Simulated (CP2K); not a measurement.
**Nb3Sn: single point with PBE**

Crystal: Nb3Sn.

```
Sn Nb
1.0
     5.28210    0.00000    0.00000
     0.00000    5.28210    0.00000
     0.00000    0.00000    5.28210
Sn Nb
2 6
Direct
  0.50000 0.50000 0.50000
  0.00000 0.00000 0.00000
  0.00000 0.50000 0.25000
  0.00000 0.50000 0.75000
  0.50000 0.25000 0.00000
  0.75000 0.00000 0.50000
  0.50000 0.75000 0.00000
  0.25000 0.00000 0.50000
```

```yaml
Program: CP2K 2026.2
Task: single point
Functional: PBE
Potentials_or_basis: POTENTIAL_UZH Sn GTH-PBE-q4, Nb GTH-PBE-q13; TZVP-MOLOPT-PBE-GTH basis
Density_cutoff: 6123 eV
k_mesh: 5 × 5 × 5
Occupations: fermi-dirac, width 0.05 eV
Spin: no spin polarisation
SCF_solver: diagonalisation with k points
Quickstep_method: GPW
EPS_DEFAULT: 1.0E-10
EPS_SCF: 1.0E-6
MAX_SCF: 100
SCF_GUESS: ATOMIC
k_points_reduced_by_the_point_group: yes
Mesh_centred_on_Gamma: yes
CHOLESKY: OFF
EPS_EIGVAL: 1.0E-7
MIXING_METHOD: BROYDEN_MIXING
MIXING_ALPHA: 0.4
NBUFFER: 8
NGRIDS: 4
Basis_sets: Sn TZVP-MOLOPT-PBE-GTH-q4, Nb TZVP-MOLOPT-PBE-GTH-q13
Potentials: Sn GTH-PBE-q4 of POTENTIAL_UZH, Nb GTH-PBE-q13 of POTENTIAL_UZH
ADDED_MOS: "[40]"
MPI_ranks: 3
REL_CUTOFF_Ry: 60 Ry
MIXING_BETA_1/bohr: 1.5 1/bohr
CUTOFF_of_the_grids: 450 Ry
```

```yaml
Pressure: 5.8 GPa
Band_gap_on_the_k_mesh: none (metal or under the smearing width)
Mulliken_charges: Sn -0.31; Nb +0.10 e
Hirshfeld_charges: Sn -0.14; Nb +0.05 e
```

Levels at points of the mesh, in eV from the Fermi level:
```tsv
k point	band 41	band 42	band 43	band 44	band 45	band 46
(0.00, 0.00, 0.00)	-0.56	-0.56	-0.05	-0.05	2.47	2.47
```

Run time: 41 s on 3 MPI ranks on Arm Neoverse V2, on a shared host.

Caveat: Mulliken charges move with the basis; the basis of atomic orbitals isn't converged, which shifts pressures, moduli and gaps.
